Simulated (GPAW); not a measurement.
Runs of GPAW 26.7.0 on P. The cell holds a slab with vacuum, 4 atoms: a = 3.284 Å, b = 34.857 Å, c = 4.632 Å, α = 90.00°, β = 90.00°, γ = 90.00°. The slab is cut from a database's or a generator's crystal, which needn't be the stable form of the element.

```csv
task,level,potentials or basis,k mesh,cutoff (eV),maxiter,ranks,band path,band points,convergence,gap on the mesh (eV),V0 of scaled cells (Å³/atom),B0 (GPa),largest force (eV/Å)
equation of state,LDA,"the program's PAW data sets (release 1.2.1) made for this functional, pw",7 × 1 × 5,600,150,-,-,-,-,-,130.41,12,-
single point,PBEsol,"PAW data sets generated in the run's folder for this functional, pw",8 × 1 × 6,600,150,-,-,-,-,0.88,-,-,0.31
band structure,LDA,"the program's PAW data sets (release 1.2.1) made for this functional, pw",7 × 1 × 5,600,150,4,"GXSYGZURTZ,YT,UX,SR",82,-,0.84,-,-,0.21
equation of state,PBEsol,"PAW data sets generated in the run's folder for this functional, pw",8 × 1 × 6,600,150,4,-,-,-,-,(a),12,-
single point,LDA,"the program's PAW data sets (release 1.2.1) made for this functional, pw",7 × 1 × 5,450,120,-,-,-,default,0.84,-,-,0.21
```

Alike in all rows: no spin polarisation; cell as given; smearing fermi-dirac 0.05 eV.

Q: Fill in the values left out.

A: (a) 132.82.

Caveats: the cell was scaled at fixed shape and fractional positions, which overstates the stiffness of a crystal with free parameters, most of all of layers and chains (some runs); the cutoff is short for stress and forces, so pressures can be off by a GPa or more (some runs).

A k mesh can miss the band edges.

Not every run made on this cell is shown here.
